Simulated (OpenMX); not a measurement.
Set up this calculation in OpenMX 3.8.5, as the native input.

```
Task                : single point
Functional          : PBE
Potentials or basis : OpenMX 2013 PBE set, Sn7.0-s3p2d2, grid cutoff 500 Ry
k mesh              : 7 × 7 × 7
Occupations         : fermi-dirac, width 0.05 eV
Spin                : no spin polarisation
Mixing scheme       : rmm-diisk
SCF threshold       : 1e-08 Ha
Solver              : band
Max SCF cycles      : 100
```

The system is Sn.

```
Sn
1.0
    -2.11036    2.11036    1.66076
     2.11036   -2.11036    1.66076
     2.11036    2.11036   -1.66076
Sn
1
Direct
  0.00000 0.00000 0.00000
```

This isn't the form of Sn at room conditions, which is tetragonal (white tin).

These files were run (other wordings do the same):

Sn.dat

```
System.CurrrentDirectory             ./
System.Name                          Sn
DATA.PATH                            ./DFT_DATA13
level.of.stdout                      1
level.of.fileout                     0
Species.Number                       1
<Definition.of.Atomic.Species
  Sn  Sn7.0-s3p2d2           Sn_PBE13
Definition.of.Atomic.Species>

Atoms.Number                         1
Atoms.SpeciesAndCoordinates.Unit     FRAC
<Atoms.SpeciesAndCoordinates
    1  Sn    0.0000000000    0.0000000000    0.0000000000   7.000  7.000
Atoms.SpeciesAndCoordinates>

Atoms.UnitVectors.Unit               Ang
<Atoms.UnitVectors
    -2.1103569874    2.1103569874    1.6607599896
     2.1103569874   -2.1103569874    1.6607599896
     2.1103569874    2.1103569874   -1.6607599896
Atoms.UnitVectors>

scf.XcType                           GGA-PBE
scf.SpinPolarization                 off
scf.ElectronicTemperature            580.226
scf.energycutoff                     500.0
scf.maxIter                          100
scf.EigenvalueSolver                 band
scf.Kgrid                            7 7 7
scf.Mixing.Type                      rmm-diisk
scf.Init.Mixing.Weight               0.05
scf.Min.Mixing.Weight                0.001
scf.Max.Mixing.Weight                0.3
scf.Mixing.History                   25
scf.Mixing.StartPulay                8
scf.criterion                        1.0e-8
scf.stress.tensor                    on
MD.Type                              nomd
```

Potentials or basis: OpenMX 2013 PBE set, Sn7.0-s3p2d2, grid cutoff 500 Ry.

The run is started by

```console
$ openmx Sn.dat -nt 1 > Sn.std
```

Results of the run:

| Quantity | Value |
| --- | --- |
| Pressure | -1.1 GPa |
| Band gap on the k mesh | none (metal or under the smearing width) |

Caveat: the basis of atomic orbitals isn't converged, which shifts pressures, moduli and gaps.

Wall time 26 s on 1 thread of Arm Neoverse V1, on a shared host, peak memory 0.48 GiB.
